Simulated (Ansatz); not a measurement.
# Elastic constants of ZrO₂ at 20.8 GPa (stress–strain coefficients): input and output

Computed with Ansatz 0.2.0, DFT PBEsol, scalar-relativistic, plane waves, PAW.

Launched with:
```bash
ansatz run input.yaml --threads 1 --pin off --max-ram 1228MiB --backend cpu --events-out ev --progress --plain --runs-dir out
```

Input (bare energies are in eV):
```yaml
crystal:
  lattice:
    - [0.0, 2.4733, 2.4733]
    - [2.4733, 0.0, 2.4733]
    - [2.4733, 2.4733, 0.0]
  atoms:
    - { symbol: Zr, position: [0.0, 0.0, 0.0] }
    - { symbol: O, position: [0.25, 0.25, 0.25] }
    - { symbol: O, position: [0.75, 0.75, 0.75] }
basis:
  ecutwfc: 420
kpoints:
  mp_grid: { grid: [8, 8, 8] }
hamiltonian:
  xc: pbesol
scf:
  occupations: { method: fixed }
output:
  forces: true
  stress: true
  eigenvalues: true
elastic:
  mode: relaxed_ion
  stencil: two_point
```

From the output:
```
--- Elastic constants: 2 strain directions × 2 members + reference (group order 48) ---
  dense FFT box of the reference and of every strained cell: 24×24×24
  strains applied: 11, 23; error gains: componentwise 1.00 (the most a stress slope's error grows in a printed constant), spectral 1.73 (1 for all six strains in a standard setting)
  C = ∂σ_k/∂η_j (tension-positive GPa; Voigt order 11 22 33 23 13 12):
       662.384    177.017    177.017     -0.000     -0.000      0.000
       177.017    662.384    177.017      0.000     -0.000     -0.000
       177.017    177.017    662.384      0.000      0.000     -0.000
        -0.000     -0.000      0.000     80.303     -0.000     -0.000
        -0.000     -0.000      0.000      0.000     80.303     -0.000
        -0.000      0.000      0.000     -0.000     -0.000     80.303
  reference stress σ⁰ (GPa):    -20.798    -20.798    -20.798     -0.000     -0.000      0.000
  C* (energy form; C + prestress term) asymmetry max|C*_kj − C*_jk| = 8.527e-14 GPa — a small one proves nothing (zero by symmetry where the batch's group is 432, −43m or m−3m); a large one is finite-difference/SCF noise where every solve ...
  moduli (Voigt/Reuss/Hill, GPa): K = 338.81/338.81/338.81   G = 145.25/109.65/127.45   E = 339.75   ν = 0.333
  mechanically stable: yes (min eigenvalue of sym C = 80.30 GPa)
  strain η (Voigt 11):  stress-route row diagonal C_11 = 662.38 GPa, energy-path curvature d²(F+E_count+ΔE)/dδ²/Ω₀ = 664.03 GPa
         δ    σ_11 (GPa) F (eV) n_scf n_hpsi n_pw
    -2.000e-3     -22.1271       -5255.4854881       7   17581    609   relax 0 steps, max|allowed force component| 8.67e-19 eV/Å
     2.000e-3     -19.4776       -5255.5010744       6   15296    609   relax 0 steps, max|allowed force component| 3.18e-18 eV/Å
  strain η (Voigt 23):  stress-route row diagonal C_44 = 80.30 GPa, energy-path curvature d²(F+E_count+ΔE)/dδ²/Ω₀ = 91.96 GPa
         δ    σ_23 (GPa) F (eV) n_scf n_hpsi n_pw
    -2.000e-3      -0.1606       -5255.4935031      10   29337    609   relax 3 steps, max|allowed force component| 1.03e-8 eV/Å
     2.000e-3       0.1606       -5255.4935031      10   29330    609   relax 2 steps, max|allowed force component| 3.32e-6 eV/Å
```

The run took 38 s on 1 thread of Arm Neoverse N1, with other jobs on the host, peak memory 0.34 GiB.

The cell is the ideal cubic fluorite prototype; this isn't the usual structure of the compound.